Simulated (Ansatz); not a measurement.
# Te2Mo: elastic constants

How stiff is the crystal, and how unevenly? Runs: reference run (LAPW); ions clamped (LAPW). Companion runs by PAW are cited.

Program: Ansatz 0.2.0. Level of theory: DFT PBEsol, all-electron LAPW, scalar-relativistic unless said. These are calculated values, not measurements.

2 further runs of the same task are left out: 2 set aside as unsound or not needed.

### Step 1. The structure to begin with

It takes space group P6_3/mmc (No. 194, hexagonal). The conventional cell has a = 3.494 Å, b = 3.494 Å, c = 14.007 Å, α = 90.00°, β = 90.00°, γ = 120.00°. Te (site symmetry 3m) is surrounded by 3 Mo at 2.71 Å. Around Mo (site symmetry -6m2) lie 6 Te at 2.71 Å.

As a file:

```cif
data_structure
_symmetry_space_group_name_H-M 'P6_3/mmc'
_symmetry_Int_Tables_number 194
_cell_length_a 3.4940
_cell_length_b 3.4940
_cell_length_c 14.0070
_cell_angle_alpha 90.000
_cell_angle_beta 90.000
_cell_angle_gamma 120.000
_cell_volume 148.09
loop_
_atom_site_label
_atom_site_type_symbol
_atom_site_symmetry_multiplicity
_atom_site_Wyckoff_symbol
_atom_site_fract_x
_atom_site_fract_y
_atom_site_fract_z
_atom_site_occupancy
Te1 Te 4 f 0.33333 0.66667 0.62111 1
Mo1 Mo 2 c 0.33333 0.66667 0.25000 1
```

Cartesian axes are those of the input's lattice vectors. The structure goes back to a database entry.

### Step 2. Reference run, LAPW

input.yaml reads:

```yaml
crystal:
  lattice:
    - [3.49403566152, 0.0, 0.0]
    - [-1.74701783076, 3.0259236446, 0.0]
    - [0.0, 0.0, 14.00698417091]
  atoms:
    - { symbol: Te, position: [0.333333333333, 0.666666666667, 0.621114762993] }
    - { symbol: Te, position: [0.666666666667, 0.333333333333, 0.121114762993] }
    - { symbol: Te, position: [0.333333333333, 0.666666666667, 0.878885237007] }
    - { symbol: Te, position: [0.666666666667, 0.333333333333, 0.378885237007] }
    - { symbol: Mo, position: [0.333333333333, 0.666666666667, 0.25] }
    - { symbol: Mo, position: [0.666666666667, 0.333333333333, 0.75] }
kpoints:
  mp_grid: { grid: [8, 8, 2] }
scf:
  occupations: { method: fixed }
hamiltonian:
  xc: pbesol
  pseudopotentials: { kind: all_electron, lapw: { basis_error: 0.001 } }
elastic:
  mode: relaxed_ion
  stencil: two_point
  amplitude: 0.008
```

Launch:

```bash
$ ansatz run input.yaml --threads 2 --pin off --max-ram 6144MiB --backend cpu --events-out ev --progress --plain --runs-dir out
```

The program printed:

```text
LAPW: plane waves up to 8.604 Å⁻¹, error target 1.0e-3 eV per atom; small_component_spin mean_spin; Mo in spheres of 1.291 Å, 30 of its electrons in bands, Dirac shells []; Te in spheres of 1.335 Å, 24 of its electrons in bands, Dirac shells [] (how accurate: hamiltonian.pseudopotentials.lapw.basis_error, Limitations)
Engine: ansatz 0.2.0
Pseudopotentials: kind: all_electron
Pseudopotential: Te, LAPW, valence charge 24, lapw/all_electron/scalar/gaussian/Te, Koelling and Harmon's equation, gaussian nucleus
Pseudopotential: Mo, LAPW, valence charge 30, lapw/all_electron/scalar/gaussian/Mo, Koelling and Harmon's equation, gaussian nucleus
Functional definition: PBEsol
  exchange = pbesol_x
  correlation = pbesol_c
davidson cushion auto → on  (no smearing: the cushion is to keep the highest requested band from converging to the state above it; pin scf.eigensolver.cushion to override)
Crystal: 6 atoms, lattice volume = 148.091 Å³
Basis set: ecut = 282.0415048766105 eV, 1599 PW (Γ), exchange–correlation at level 2
Bands: 94, of which v1, the nominal top of the filled ones, is band 78 counted from 1 (77 counted from 0)
Symmetry: 24 space group operations
Space group: P63/mmc (ITA 194), of the structure as read, at distance tolerance 5.3e-5 Å
k-points: 20 of 128
Non-local potential: Te, projectors of the file, none
Non-local potential: Mo, projectors of the file, none
Initial density: superposition of atomic densities (chi_scale 0.1, normalization cell, long waves kept (reshape's long-wave potential 0.03 eV rms))
Initial wavefunctions: plane waves of lowest kinetic energy (no species holds an atomic orbital)
Functional: x = pbesol(κ = 0.804, μ = 0.12345679012345678), c = pbesol(β = 0.046)
iter 1 solved again at ethr=1.41e-3 eV; its pass at ethr=1.00e-1 eV (dr2=2.20e0 eV) is discarded
SCF iter   1: F=—  HF=-959465.464009 eV  |F-HF|=—  |Δ(HF+E_count)|=         —  Δρ=3.53e-2  dr2=2.21e0  ethr=1.41e-3  ⟨swp⟩=2.0  Hψ=12067  notcnv=0
preconditioner: auto → Resta (q_TF=auto, 2.752 Å⁻¹)  ε∞=4.7  [insulator: Δε(μ)=0.809 eV  Ē_g=9.496 eV  n_scr=66 (ndim 8)  ℏωp=18.3 eV  f_vac=0.069  ε∞_Penn≈4.7]
SCF iter   2: F=—  HF=-959464.900403 eV  |F-HF|=—  |Δ(HF+E_count)|=   5.64e-1  Δρ=2.51e-2  dr2=5.21e0  ethr=1.41e-3  ⟨swp⟩=2.9  Hψ=5704  notcnv=0
SCF iter   3: F=—  HF=-959464.296468 eV  |F-HF|=—  |Δ(HF+E_count)|=   6.04e-1  Δρ=1.39e-2  dr2=4.62e-1  ethr=1.41e-3  ⟨swp⟩=2.7  Hψ=5512  notcnv=0
iter 4 solved again at ethr=1.83e-5 eV; its pass at ethr=2.96e-4 eV (dr2=2.85e-2 eV) is discarded
SCF iter   4: F=—  HF=-959464.141206 eV  |F-HF|=—  |Δ(HF+E_count)|=   1.55e-1  Δρ=3.69e-3  dr2=2.85e-2  ethr=1.83e-5  ⟨swp⟩=2.0  Hψ=9903  notcnv=0
SCF iter   5: F=—  HF=-959464.139263 eV  |F-HF|=—  |Δ(HF+E_count)|=         —  Δρ=1.71e-3  dr2=1.05e-2  ethr=1.83e-5  ⟨swp⟩=2.9  Hψ=5694  notcnv=0
the basis was enlarged: its passes take 916.4 KiB over the memory plan, 2 of 2 planned eigensolver slots
SCF iter   6: F=—  HF=-959464.138559 eV  |F-HF|=—  |Δ(HF+E_count)|=   7.04e-4  Δρ=3.16e-4  dr2=4.32e-4  ethr=6.71e-6  ⟨swp⟩=2.0  Hψ=5621  notcnv=0
SCF iter   7: F=—  HF=-959464.138608 eV  |F-HF|=—  |Δ(HF+E_count)|=   4.93e-5  Δρ=1.84e-4  dr2=1.84e-4  ethr=2.77e-7  ⟨swp⟩=3.0  Hψ=5757  notcnv=0
SCF iter   8: F=—  HF=-959464.138577 eV  |F-HF|=—  |Δ(HF+E_count)|=   3.05e-5  Δρ=6.64e-5  dr2=9.78e-6  ethr=1.18e-7  ⟨swp⟩=2.7  Hψ=5662  notcnv=0
SCF iter   9: F=—  HF=-959464.138579 eV  |F-HF|=—  |Δ(HF+E_count)|=   2.14e-6  Δρ=2.62e-5  dr2=2.14e-6  ethr=6.27e-9  ⟨swp⟩=3.0  Hψ=5907  notcnv=0
SCF iter  10: F=—  HF=-959464.138580 eV  |F-HF|=—  |Δ(HF+E_count)|=   4.80e-8  Δρ=1.13e-5  dr2=4.31e-7  ethr=1.37e-9  ⟨swp⟩=3.0  Hψ=5806  notcnv=0
SCF iter  11: F=—  HF=-959464.138580 eV  |F-HF|=—  |Δ(HF+E_count)|=   3.22e-8  Δρ=8.42e-6  dr2=3.33e-7  ethr=2.76e-10  ⟨swp⟩=3.0  Hψ=5902  notcnv=0
SCF iter  12: F=—  HF=-959464.138580 eV  |F-HF|=—  |Δ(HF+E_count)|=   3.22e-8  Δρ=5.50e-6  dr2=1.54e-7  ethr=2.13e-10  ⟨swp⟩=2.0  Hψ=5621  notcnv=0
SCF iter  13: F=—  HF=-959464.138579 eV  |F-HF|=—  |Δ(HF+E_count)|=   2.89e-8  Δρ=8.39e-7  dr2=3.01e-9  ethr=9.90e-11  ⟨swp⟩=2.5  Hψ=5638  notcnv=0
SCF iter  14: F=—  HF=-959464.138579 eV  |F-HF|=—  |Δ(HF+E_count)|=  2.33e-10  Δρ=1.45e-7  dr2=4.57e-11  ethr=2.26e-11 (applied; sched 1.93e-12)  ⟨swp⟩=2.0  Hψ=5621  notcnv=0
SCF iter  15: F=—  HF=-959464.138579 eV  |F-HF|=—  |Δ(HF+E_count)|=   1.75e-9  Δρ=3.95e-8  dr2=4.71e-12  ethr=2.25e-11 (applied; sched 1.00e-12)  ⟨swp⟩=2.0  Hψ=5620  notcnv=0
SCF iter  16: F=—  HF=-959464.138579 eV  |F-HF|=—  |Δ(HF+E_count)|=  3.49e-10  Δρ=1.08e-8  dr2=2.93e-13  ethr=2.25e-11 (applied; sched 1.00e-12)  ⟨swp⟩=2.0  Hψ=5620  notcnv=0
SCF iter  17: F=-959464.138579 eV  HF=-959464.138579 eV  |F-HF|=5.82e-10  |Δ(HF+E_count)|=  8.15e-10  Δρ=3.89e-9  dr2=5.59e-14  ethr=2.25e-11 (applied; sched 1.00e-12)  ⟨swp⟩=2.0  Hψ=5620  notcnv=0
SCF 1 converged in 17 iterations: F = -959464.138579 eV  dr2 = 5.59e-14
relax step   1: F+E_penalty+E_count = -959464.13857950 eV  Δ(F+E_penalty+E_count) = +0.000e0 eV  max|allowed force component| = 7.806e-4 eV/Å  Δτ_max = 0.0000 Å  (17 SCF iters, accepted)
[... from here on, the SCF cycles and remarks between the steps are left out ...]
relax step   2: F+E_penalty+E_count = -959464.13857889 eV  Δ(F+E_penalty+E_count) = +6.108e-7 eV  max|allowed force component| = 2.221e-3 eV/Å  Δτ_max = 0.0002 Å  (9 SCF iters, rejected (line search))
relax step   3: F+E_penalty+E_count = -959464.13857958 eV  Δ(F+E_penalty+E_count) = -8.498e-8 eV  max|allowed force component| = 2.773e-7 eV/Å  Δτ_max = 0.0001 Å  (9 SCF iters, accepted)
relax step   1: F+E_penalty+E_count = -959464.13343613 eV  Δ(F+E_penalty+E_count) = +0.000e0 eV  max|allowed force component| = 7.436e-2 eV/Å  Δτ_max = 0.0000 Å  (13 SCF iters, accepted)
relax step   1: F+E_penalty+E_count = -959464.13562337 eV  Δ(F+E_penalty+E_count) = +0.000e0 eV  max|allowed force component| = 8.930e-2 eV/Å  Δτ_max = 0.0000 Å  (12 SCF iters, accepted)
relax step   2: F+E_penalty+E_count = -959464.13794760 eV  Δ(F+E_penalty+E_count) = -2.324e-3 eV  max|allowed force component| = 4.314e-3 eV/Å  Δτ_max = 0.0140 Å  (12 SCF iters, accepted)
relax step   3: F+E_penalty+E_count = -959464.13795263 eV  Δ(F+E_penalty+E_count) = -5.034e-6 eV  max|allowed force component| = 1.800e-3 eV/Å  Δτ_max = 0.0017 Å  (11 SCF iters, accepted)
relax step   4: F+E_penalty+E_count = -959464.13795315 eV  Δ(F+E_penalty+E_count) = -5.129e-7 eV  max|allowed force component| = 3.898e-5 eV/Å  Δτ_max = 0.0003 Å  (9 SCF iters, accepted)
iter 1 solved again at ethr=1.00e-12 eV; its pass at ethr=1.00e-1 eV (dr2=5.41e-14 eV) is discarded
SCF iter   1: F=—  HF=-959464.137953 eV  |F-HF|=—  |Δ(HF+E_count)|=         —  Δρ=6.44e-9  dr2=6.27e-14  ethr=1.66e-11 (applied; sched 1.00e-12)  ⟨swp⟩=2.0  Hψ=16548  notcnv=0
SCF iter   2: F=-959464.137953 eV  HF=-959464.137953 eV  |F-HF|=4.66e-10  |Δ(HF+E_count)|=   9.32e-8  Δρ=3.86e-9  dr2=5.19e-14  ethr=2.25e-11 (applied; sched 1.00e-12)  ⟨swp⟩=2.0  Hψ=11802  notcnv=0
SCF 39 converged in 2 iterations: F = -959464.137953 eV  dr2 = 5.19e-14
SCF converged after 10 iterations
Free energy (F): -959464.138580 eV
Harris-Foulkes:  -959464.138580 eV  (|F-HF|=1.16e-10)
Internal energy: -959464.138580 eV  (E = F + TS)
E sigma→0 (E₀):  -959464.138580 eV
Fermi energy:    14.818216 eV
--- Per-component energies (eV) ---
  E_band       = -12715.137330
  E_kinetic    = 1008843.999828
  E_xc         = -25474.633902
  E_electrostatic = -1942833.504505  (all electrons and nuclei)
  E_smearing   = -0.000000  (= −TS)
  E_closure    = 0.000000  (closes the sum)
  E_atoms      = -959424.837554  (free atoms, spherical and without spin; not in F)
  Σ components = -959464.138580   (vs F -959464.138580, Δ=0.00e0)
  Basis errors (estimates in eV, not in F): energy 4.2e-4 per atom: plane waves 3.7e-4 (2.1e-4 summed), levels above the bands 0.0e0, relativity 1.4e-8, radial functions 4.5e-5, core shells 8.3e-7; eigenvalues (radial functions only) 5.8e-7; not estimated: angular momenta, meshes, grids; target (lapw.basis_error) 1.0e-3; muffin-tin radii Mo 1.291 Å, Te 1.335 Å
--- Forces (eV/Å), atoms counted from 1 ---
  atom   1  Te    -0.00000000    -0.00000000     0.00000022
  atom   2  Te    -0.00000000     0.00000000     0.00000022
  atom   3  Te     0.00000000    -0.00000000    -0.00000022
  atom   4  Te    -0.00000000     0.00000000    -0.00000022
  atom   5  Mo     0.00000000    -0.00000000     0.00000000
  atom   6  Mo     0.00000000     0.00000000     0.00000000
  max |Σ_I F_I| component: 9.25e-18 eV/Å
--- Stress (GPa, compression-positive) ---
        0.020550       0.000000       0.000000
       -0.000000       0.020550       0.000000
        0.000000       0.000000       0.017008
  P = ⅓ Tr σ = 0.0194 GPa (0.194 kbar)
--- Band table (eV; the first three rows and the last of 20) ---
  k-point 0: bands = ["-360.4995", "-360.4995", "-360.4603", "-360.4603", "-360.4603", "-360.4603", "-202.6471", "-202.6471", "-202.6414", "-202.6414", "-202.6414", "-202.6414", "-202.6125", "-202.6125", "-202.6125", "-202.6125", "-144.1495", "-144.1495", "-144.1495", "-144.1495", "-94.2767", "-94.2767", "-94.2767", "-94.2767", "-94.2767", "-94.2767", "-94.2767", "-94.2767", "-94.2159", "-94.2159", "-94.2158", "-94.2158", "-45.8457", "-45.8457", "-21.7668", "-21.7668", "-21.7664", "-21.7664", "-21.7538", "-21.7538", "-21.7535", "-21.7535", "-21.7072", "-21.7072", "-21.7056", "-21.7056", "-21.6968", "-21.6968", "-21.6954", "-21.6954", "-21.6899", "-21.6885", "-21.6808", "-21.6794", "-20.0481", "-20.0481", "-19.8763", "-19.8763", "-19.8763", "-19.8763", "1.7206", "2.0399", "2.5804", "3.0808", "8.8881", "10.1853", "11.6572", "13.0452", "13.0452", "13.0597", "13.0597", "13.7289", "13.8391", "13.8391", "13.8722", "13.8722", "14.4603", "14.8182", "17.8537", "17.8537", "17.9841", "17.9841", "18.0863", "18.0863", "18.3369", "18.3369", "20.5834", "21.0962", "21.9681", "22.5833", "23.2405", "23.8417", "23.8417", "24.1721"]
[... 3 lines left out ...]
--- Elastic constants: 3 strain directions × 2 members + reference (group order 24) ---
  dense FFT box of the reference and of every strained cell: 20×20×80
  strains applied: 11, 33, 23; error gains: componentwise 1.00 (the most a stress slope's error grows in a printed constant), spectral 1.41 (1 for all six strains in a standard setting)
  reference relaxed by the batch: 3 steps; max|allowed force component| 7.81e-4 eV/Å at the deck's positions, 2.77e-7 at the last accepted step, 2.20e-7 by the solve of record
  largest displacement 5.5e-5 Å; the constants are those of the deck's cell at these positions:
  atoms:
    - { symbol: Te, position: [0.33333333333333337, 0.6666666666666667, 0.6211186821867601] }
    - { symbol: Te, position: [0.6666666666666667, 0.33333333333333337, 0.12111868218676031] }
    - { symbol: Te, position: [0.33333333333333337, 0.6666666666666667, 0.8788813178132396] }
    - { symbol: Te, position: [0.6666666666666667, 0.33333333333333337, 0.37888131781323964] }
    - { symbol: Mo, position: [0.33333333333333337, 0.6666666666666667, 0.24999999999999997] }
    - { symbol: Mo, position: [0.6666666666666667, 0.33333333333333337, 0.7499999999999999] }
  C = ∂σ_k/∂η_j (tension-positive GPa; Voigt order 11 22 33 23 13 12):
       131.965     30.485      9.907      0.000      0.000     -0.000
        30.485    131.965      9.907      0.000      0.000     -0.000
         9.864      9.864     37.445      0.000      0.000     -0.000
         0.000      0.000      0.000     21.141      0.000      0.000
         0.000      0.000      0.000      0.000     21.141      0.000
        -0.000      0.000     -0.000      0.000      0.000     50.740
  reference stress σ⁰ (GPa):     -0.021     -0.021     -0.017      0.000      0.000     -0.000
  no Pulay correction (none for the plane-wave cutoff is built on LAPW): the batch's stresses and constants are at fixed plane waves
  C* (energy form; C + prestress term) asymmetry max|C*_kj − C*_jk| = 3.941e-2 GPa — a small one proves nothing (zero by symmetry where the batch's group is 432, −43m or m−3m); a large one is finite-difference/SCF noise where every solve meets its electron count
  moduli (Voigt/Reuss/Hill, GPa): K = 44.65/29.76/37.21   G = 35.35/27.85/31.60   E = 73.88   ν = 0.169
  mechanically stable: yes (min eigenvalue of sym C = 21.14 GPa)
  where every solve meets its electron count the energy-path curvature estimates C_jj along a normal strain and C_jj − ¼(σ⁰_aa + σ⁰_bb) along a shear (ab), closely only under elastic.basis: deformed
  strain η (Voigt 11):  stress-route row diagonal C_11 = 131.97 GPa, energy-path curvature d²(F+E_count)/dδ²/Ω₀ = 131.91 GPa
         δ    σ_11 (GPa)             F (eV)   n_scf  n_hpsi   n_pw
    -8.000e-3      -1.1150     -959464.1344306       2   28856   1604   relax 6 steps, max|allowed force component| 1.35e-6 eV/Å
     8.000e-3       0.9964     -959464.1349253       2   28864   1604   relax 3 steps, max|allowed force component| 4.10e-5 eV/Å
  strain η (Voigt 33):  stress-route row diagonal C_33 = 37.44 GPa, energy-path curvature d²(F+E_count)/dδ²/Ω₀ = 37.37 GPa
         δ    σ_33 (GPa)             F (eV)   n_scf  n_hpsi   n_pw
    -8.000e-3      -0.3465     -959464.1372748       2   13742   1604   relax 4 steps, max|allowed force component| 5.46e-8 eV/Å
     8.000e-3       0.2526     -959464.1376738       2   13742   1604   relax 5 steps, max|allowed force component| 4.89e-9 eV/Å
  strain η (Voigt 23):  stress-route row diagonal C_44 = 21.14 GPa, energy-path curvature d²(F+E_count)/dδ²/Ω₀ = 21.18 GPa
         δ    σ_23 (GPa)             F (eV)   n_scf  n_hpsi   n_pw
    -8.000e-3      -0.1691     -959464.1379532       2   28854   1604   relax 7 steps, max|allowed force component| 4.46e-6 eV/Å
     8.000e-3       0.1691     -959464.1379531       2   28862   1604   relax 4 steps, max|allowed force component| 3.90e-5 eV/Å
```

Run time: 16 min. Hardware: 2 threads of Intel Xeon 6975P-C (Granite Rapids), shared host; peak memory 1.5 GiB.

C in GPa (Voigt order xx, yy, zz, yz, xz, xy):

```
132.0  30.5   9.9   0.0   0.0   0.0
 30.5 132.0   9.9   0.0   0.0   0.0
  9.9   9.9  37.4   0.0   0.0   0.0
  0.0   0.0   0.0  21.1   0.0   0.0
  0.0   0.0   0.0   0.0  21.1   0.0
  0.0   0.0   0.0   0.0   0.0  50.7
```

(Part 1 of 2 ends here.)
